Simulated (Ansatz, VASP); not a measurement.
Two plane-wave programs on C

```
C
1.0
     2.52210    0.00000    0.00000
    -1.26105    2.18420    0.00000
     0.00000    0.00000    8.23710
C
8
Direct
  0.66667 0.33333 0.84375
  0.33333 0.66667 0.34375
  0.66667 0.33333 0.65625
  0.33333 0.66667 0.15625
  0.00000 0.00000 0.90625
  0.00000 0.00000 0.40625
  0.00000 0.00000 0.59375
  0.00000 0.00000 0.09375
```

This is a hexagonal form of diamond, not graphite.

Alike in both runs: task single point; functional PBE; k mesh 12 × 12 × 4; occupations gaussian, width 0.015 eV; no spin polarisation.

|  | VASP | Ansatz |
| --- | --- | --- |
| version | VASP 6.6.1 | Ansatz 0.2.0 |
| potentials or method | VASP PAW PBE potentials, release 64 (C) | Ansatz PAW |
| plane-wave cutoff (eV) | 520 | 420 |
| valence electrons in the cell | 32 | 32 |

```csv
,VASP,Ansatz,Ansatz less VASP
gap on the k mesh at the Fermi level (eV),4.41,4.42,+0.009
least direct gap on the mesh (eV),5.18,5.19,+0.007
pressure (GPa),2.9,2.3,-0.67
largest component of the traceless stress (GPa),8.20,8.20,-0.006
rms of the force components (eV/Å),0.187,0.187,-0.0002
```

Atom by atom the forces differ by 0.001 eV/Å (rms over components). With one functional, cell and mesh, what is left measures potentials, basis and numerics.

Caveats: the pressure holds a Pulay correction of +1.0 GPa for the finite cutoff (Ansatz). A k mesh can miss the band edges. A hybrid or GW would open this gap; PBE tends to underestimate it.
